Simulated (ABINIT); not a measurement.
CoO:

```
Co O
1.0
     0.00000    2.13150    2.13150
     2.13150    0.00000    2.13150
     2.13150    2.13150    0.00000
Co O
1 1
Direct
  0.00000 0.00000 0.00000
  0.50000 0.50000 0.50000
```

Base run:

* Program: ABINIT 10.8.3 (patched build)
* Functional: LDA
* Potentials or basis: PseudoDojo NC SR LDA v0.4 stringent
* Cutoff: 1306 eV
* k mesh: 8 × 8 × 8
* Occupations: fermi-dirac, width 0.05 eV
* Spin: collinear spin, ferromagnetic start
* Starting moments: [2.0, 0.0] μB

Its results: band gap on the k mesh none (metal or under the smearing width); pressure -21.3 GPa; net moment 2.85 μB per cell; site moments Co +2.45; O +0.35 μB.

Task: The run is repeated on the same cell with these changes: potentials or basis from PseudoDojo NC SR LDA v0.4 stringent to PseudoDojo NC SR LDA v0.4.1 standard; cutoff from 1306 eV to 1252 eV. What comes out?

Result: Band gap on the k mesh none (metal or under the smearing width); pressure -20.1 GPa; net moment 2.87 μB per cell; site moments Co +2.46; O +0.36 μB.

Caveats: so large a pressure means that the cell lies far from this level's equilibrium, or that cutoff or potentials fall short; a cell with one magnetic atom can't hold antiferromagnetic order, which such compounds often take; semilocal functionals often make such compounds metallic where correlation or magnetic order opens a gap, which also shifts bond lengths.

Not every run made on this cell is shown here.
